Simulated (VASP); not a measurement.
**TaN: relaxation of cell and atoms with PBE**

TaN:

```
Ta N
1.0
     0.00000    2.21132    2.21132
     2.21132    0.00000    2.21132
     2.21132    2.21132    0.00000
Ta N
1 1
Cartesian
  2.2113 2.2113 2.2113
  0.0000 0.0000 0.0000
```

The cell comes from a database or a generator and needn't be the stable form of this composition.

| Quantity | Value |
| --- | --- |
| Program | VASP 6.6.1 |
| Task | relaxation of cell and atoms |
| Functional | PBE |
| Potentials or basis | VASP PAW PBE potentials, release 64 (Ta_pv, N) |
| Cutoff | 600 eV |
| k mesh | 10 × 10 × 10 |
| Occupations | gaussian, width 0.02 eV |
| Spin | no spin polarisation |
| Further INCAR settings | ALGO = Normal; EDIFF = 1e-07; IBRION = 2; EDIFFG = -0.004; NSW = 80; ISIF = 3 |

* Relaxed volume: 10.79 Å³/atom
* Relaxed cell: a = 3.125 Å, b = 3.125 Å, c = 3.125 Å, α = 60.00°, β = 60.00°, γ = 60.00°
* Space group after relaxing (to 0.05 Å): Fm-3m (No. 225)
* Energy gained by relaxing: 0.1 meV/atom
* Ionic steps: 3
* Pressure after relaxing: 0.0 GPa

The path:
```csv
step,energy change (eV),largest force (eV/Å),pressure (GPa),volume (Å³)
1,0.0000,0.0000,-0.69,21.63
2,0.0004,0.0000,1.55,21.48
3,-0.0001,0.0000,0.01,21.58
```

Final structure:
```
Ta N
1.0
     0.00000    2.20974    2.20974
     2.20974    0.00000    2.20974
     2.20974    2.20974    0.00000
Ta N
1 1
Direct
  0.50000 0.50000 0.50000
  0.00000 0.00000 0.00000
```

Levels at points of the mesh, in eV from the Fermi level:
```
           k point  band 5  band 6  band 7  band 8  band 9  band 10  band 11  band 12
(0.00, 0.00, 0.00)   -3.82   -3.82   -3.82   -2.13   -2.13    -2.13     0.00     0.00
(0.50, 0.00, 0.00)  -10.30   -7.52   -7.52    1.79    1.79     1.89     3.72     7.32
(0.50, 0.50, 0.00)   -6.66   -5.42   -4.65   -4.65    2.01     3.40     3.40     4.32
```

It took 38 s on 1 thread of Intel(R) Xeon(R) Platinum 8259CL CPU @ 2.50GHz (Skylake/Cascade Lake), with other jobs on the host, peak memory 0.17 GiB.

Caveat: the bands computed are all filled at some k points, so no gap is given. The run has no spin-orbit coupling, so splittings on Ta are missing.
